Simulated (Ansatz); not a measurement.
# Migration of Ni in Si

These are results of DFT PBEsol, scalar-relativistic, plane waves, PAW in Ansatz, not measurements. Run with 420 eV cutoff, 3×3×3 k-mesh, Gaussian smearing of 0.02 eV, no spin polarisation.

Host crystal, relaxed:

```
CELL_PARAMETERS angstrom
0.00000 2.71692 2.71692
2.71692 0.00000 2.71692
2.71692 2.71692 0.00000
ATOMIC_POSITIONS crystal
Si 0.75000 0.75000 0.75000
Si 0.50000 0.50000 0.50000
```

In a supercell of 16 host sites, interstitial Ni hops to an equivalent place, moving 0.76 Å between the relaxed ends. Climbing-image nudged elastic band at fixed cell with images 0 (start) to 4 (end), the path measured over all atoms, converged to 0.05 eV/Å; the order of the saddle wasn't checked, and the small cell leaves errors of about a tenth of an eV.

Supercell rows in host cell vectors: 0 -2 2; 0 0 2; -2 0 2. Ni was set at (0.000, 0.000, 0.000) of the host cell.

At the relaxed start Ni has 1 Si at 2.26 Å, 3 Si at 2.43 Å, 3 Si at 2.45 Å.

What barrier does the band give, and what surrounds the atom at the top?

0.06 eV at image 2, where Ni has 2 Si at 2.33 Å, 1 Si at 2.42 Å, 2 Si at 2.46 Å, 4 Si at 2.70 Å.

Cost: 1 run of about 6.9 core-minutes, on Arm Neoverse V1 (shared hosts).